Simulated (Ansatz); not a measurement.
Set up this calculation in Ansatz 0.2.0, as the native input.

* Task: band structure
* Functional: PBE
* Potentials or basis: Ansatz PAW
* Cutoff: 420 eV (not typed: the program's choice for these potentials)
* k mesh: 10 × 10 × 8
* Occupations: fermi-dirac, width 0.05 eV
* Spin: no spin polarisation
* Path: [["G", "M", "K", "G", "A", "L", "H", "A"], ["L", "M"], ["K", "H"]]
* Points for each segment of the path: 14

The system is HfB2.

```
Hf B
1.0
     3.14000    0.00000    0.00000
    -1.57000    2.71932    0.00000
     0.00000    0.00000    3.48000
Hf B
1 2
Direct
  0.00000 0.00000 0.00000
  0.66667 0.33333 0.50000
  0.33333 0.66667 0.50000
```

These files were run (other wordings do the same):

input.yaml

```yaml
crystal:
  lattice:
    - [3.14, 0.0, 0.0]
    - [-1.57, 2.7193197679, 0.0]
    - [0.0, 0.0, 3.48]
  atoms:
    - { symbol: Hf, position: [0.0, 0.0, 0.0] }
    - { symbol: B, position: [0.6666666667, 0.3333333333, 0.5] }
    - { symbol: B, position: [0.3333333333, 0.6666666667, 0.5] }
hamiltonian:
  xc: pbe
  pseudopotentials: { kind: paw }
kpoints:
  mp_grid: { grid: [10, 10, 8] }
  band_path:
    path:
      - [[0.0, 0.0, 0.0], [0.5, 0.0, 0.0], [0.3333333333, 0.3333333333, 0.0], [0.0, 0.0, 0.0], [0.0, 0.0, 0.5], [0.5, 0.0, 0.5], [0.3333333333, 0.3333333333, 0.5], [0.0, 0.0, 0.5]]
      - [[0.5, 0.0, 0.5], [0.5, 0.0, 0.0]]
      - [[0.3333333333, 0.3333333333, 0.0], [0.3333333333, 0.3333333333, 0.5]]
    npoints: 14
scf:
  occupations: { method: fermi_dirac, width: 0.05 }
  n_extra_bands: 7
output:
  forces: true
  stress: true
  eigenvalues: true
  fatbands: true
  write_density: true
  write_potential: true
  elf: true
  volumetric_format: npy
```

Potentials or basis: Ansatz PAW.

Run with:

```bash
$ ansatz run input.yaml --threads 2 --pin off --max-ram 5632MiB --backend cpu --events-out ev --progress --plain --runs-dir out
```

It gave:

```yaml
Pressure: 1.4 GPa
Band_gap_on_the_k_mesh: none (metal or under the smearing width)
```

Caveat: spin-orbit coupling is left out, which moves the levels of the heavy elements.

Run time: 3.9 s on 2 threads of Intel(R) Xeon(R) Platinum 8259CL CPU @ 2.50GHz (Skylake/Cascade Lake), with other jobs on the host, peak memory 0.43 GiB.
